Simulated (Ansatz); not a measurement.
The system is CsH.

```
Cs H
1.0
     3.81841    0.00000    0.00000
     0.00000    3.81841    0.00000
     0.00000    0.00000    3.81841
Cs H
1 1
Cartesian
  0.0000 0.0000 0.0000
  1.9092 1.9092 1.9092
```

The cell comes from a database or a generator and needn't be the stable form of this composition.

Base run:

| Quantity | Value |
| --- | --- |
| Program | Ansatz 0.2.0 |
| Functional | HSE(alpha, omega) |
| Potentials or basis | all-electron PAW datasets made for the crystal |
| Cutoff | 340 eV (chosen from the basis error) |
| k mesh | 4 × 4 × 4 |
| Occupations | fermi-dirac, width 0.05 eV |
| Spin | no spin polarisation |

Its results: band gap on the k mesh 2.99 eV, indirect (least direct gap 3.05 eV); pressure 0.2 GPa.

Question: The run is repeated on the same cell with these changes: screening of exact exchange from 0.6 1/A to 0.4 1/A. What comes out?

Answer: Band gap on the k mesh 3.23 eV, indirect (least direct gap 3.28 eV); pressure 0.1 GPa.

Caveats: spin-orbit coupling is left out, which moves the levels of the heavy elements.

A k mesh can miss the band edges.
